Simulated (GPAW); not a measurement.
## Pd in GPAW: convergence with plane-wave cutoff (eV)

Input of the first run (plane-wave cutoff (eV) 200); the others differ in this setting and in those tied to it:

Contents of run.py:

```python
from ase.dft.bandgap import bandgap
from ase.io import read, write
from ase.units import GPa
from gpaw import GPAW, PW, setup_paths

setup_paths.insert(0, '.')

atoms = read('Pd.xyz')

calc = GPAW(mode=PW(200),
            xc='PBEsol',
            kpts={'size': (12, 12, 12), 'gamma': True},
            occupations={'name': 'fermi-dirac', 'width': 0.05},
            nbands=17,
            convergence={'density': 1e-05, 'energy': 1e-05},
            maxiter=100,
            txt='gpaw.txt')
atoms.calc = calc
energy = atoms.get_potential_energy()
forces = atoms.get_forces()
stress = atoms.get_stress()
calc.write('gs.gpw')
write('result.traj', atoms)
print(f'Energy: {energy:.6f} eV')
print('Forces (eV/A):')
print(forces.round(4))
print('Stress (GPa):', (stress / GPa).round(3))
print('Fermi level:', round(calc.get_fermi_level(), 4), 'eV')
print(f'Gap: {bandgap(calc)[0]:.4f} eV, direct: {bandgap(calc, direct=True)[0]:.4f} eV')
```

The input Pd.xyz:

```xyz
1
Lattice="-1.5722810000 1.5722810000 1.5722810000 1.5722810000 -1.5722810000 1.5722810000 1.5722810000 1.5722810000 -1.5722810000" Properties=species:S:1:pos:R:3 pbc="T T T"
Pd     0.0000000000      0.0000000000      0.0000000000
```

Potentials or basis: PAW data sets generated in the run's folder for this functional, pw.

Command:

```sh
$ gpaw-setup -f PBEsol Pd
$ OMP_NUM_THREADS=1 python run.py
```

This isn't the form of Pd at room conditions, which is fcc.

Hardware: 1 thread of Intel(R) Xeon(R) Platinum 8488C (Sapphire Rapids), with other jobs on the host.

Problem. The values tried are 200, 250, 300, 350, 400, 500, 600, 800, 1000, loosest first. From which on does the energy stay within 1 meV/atom of the tightest run that finished?

Solution. From 600 on.

| plane-wave cutoff (eV) | energy less the tightest run, at zero smearing (meV/atom) | pressure (GPa) | SCF cycles | CPU time (s) | peak memory (GiB) |
| --- | --- | --- | --- | --- | --- |
| 200 | 606.74 | -17.36 | 8 | 7.5 | 0.12 |
| 250 | 465.74 | -15.64 | 8 | 7.5 | 0.12 |
| 300 | 275.29 | -17.62 | 8 | 7.9 | 0.13 |
| 350 | 119.49 | -15.17 | 8 | 8.2 | 0.13 |
| 400 | 39.78 | -12.20 | 8 | 9.2 | 0.13 |
| 500 | 2.27 | -9.88 | 8 | 10 | 0.14 |
| 600 | -0.10 | -9.62 | 8 | 11 | 0.14 |
| 800 | -0.06 | -9.61 | 8 | 16 | 0.15 |
| 1000 | 0.00 | -9.61 | 8 | 15 | 0.17 |

Against the tightest run, the pressure stays within 0.1 GPa from 600 on. The tightest run that finished is the yardstick and may itself not be fully converged.
